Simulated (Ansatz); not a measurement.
# Y: pressure and energy change per atom against volume scale

All results are calculated (Ansatz 0.2.0). Plane-wave DFT, scalar-relativistic PAW made under PBE with cores redone for the functional, no dispersion; the given relaxed cell is scaled uniformly, energy at zero smearing counts from the unscaled cell, pressure at the given Fermi-Dirac smearing is positive in compression.

The cell before it is scaled or strained (space group Im-3m, No. 229):
```
CELL_PARAMETERS angstrom
-2.02280 2.02280 2.02280
2.02280 -2.02280 2.02280
2.02280 2.02280 -2.02280
ATOMIC_POSITIONS crystal
Y 0.00000 0.00000 0.00000
```

Settings of every row: spin polarised no; functional PBE; wave cutoff 420 eV; smearing width 0.1 eV; k mesh 12x12x12.

Atom starting moment: 0 on all atoms.

Limits: the cell comes from a prototype or a list of computed structures and needn't be the stable phase.

```
row  volume scale  V (Å³/atom)  pressure (GPa)  energy change per atom (meV)
  1          0.88       29.134            5.94                         64.08
  2          0.92       30.458               ?                             ?
  3          0.96       31.783            1.67                          5.43
  4          1.04       34.431           -1.42                          7.34
  5          1.08       35.755           -2.63                         25.47
  6          1.12        37.08           -3.66                         52.73
```

Question: what pressure and energy change per atom should row 2 give?

Worked fit of pressure. Take u = (V_r/V)^(2/3) − 1 with V_r = 34.431 Å³ an atom, which is twice the finite (Eulerian) strain; such expansions in the strain, on which the Birch-Murnaghan equation of state is built, carry the rest volume and the bulk modulus. The shown rows have u = 0.11781, 0.0548, 0, -0.02484, -0.04821. Least squares give pressure = −1.42 + 51.107 × u + 96.49 × u² GPa; a straight line predicts inner rows, each left out in turn, worse (root mean square 0.32 against 0.00041 GPa). All shown rows lie on it to the printed digit. The pressure vanishes at u = 0.0265, or V = 33.11 Å³ an atom, and there the bulk modulus at fixed shape and fractions is B = −V dP/dV = (2/3)(1 + u) dP/du = 38.5 GPa. The withheld row has u = 0.08517, so the fit gives −1.42 + 51.107 × (0.08517) + 96.49 × (0.08517)² = 3.63 GPa.

The calculation gave 3.63 GPa. The fit meets it to the printed digit.

Worked fit of energy change per atom. Take u = (V_r/V)^(2/3) − 1 with V_r = 34.431 Å³ an atom, which is twice the finite (Eulerian) strain; such expansions in the strain, on which the Birch-Murnaghan equation of state is built, carry the rest volume and the bulk modulus. The shown rows have u = 0.11781, 0.0548, 0, -0.02484, -0.04821. Least squares give energy change per atom = 7.781 − 516.492 × u + 8453.08 × u² meV; a straight line predicts inner rows, each left out in turn, worse (root mean square 28 against 0.95 meV). The rows lie off it by -0.18, 0.57, -0.44, -0.36, 0.40 (root mean square 0.41 meV). The withheld row has u = 0.08517, so the fit gives 7.781 − 516.492 × (0.08517) + 8453.08 × (0.08517)² = 25.11 meV.

The calculation gave 25.91 meV. The fit lies 0.80 meV (3.1 % of the value, 1.4 % of the column's range) below it; its largest miss of a shown row is 0.57 meV.
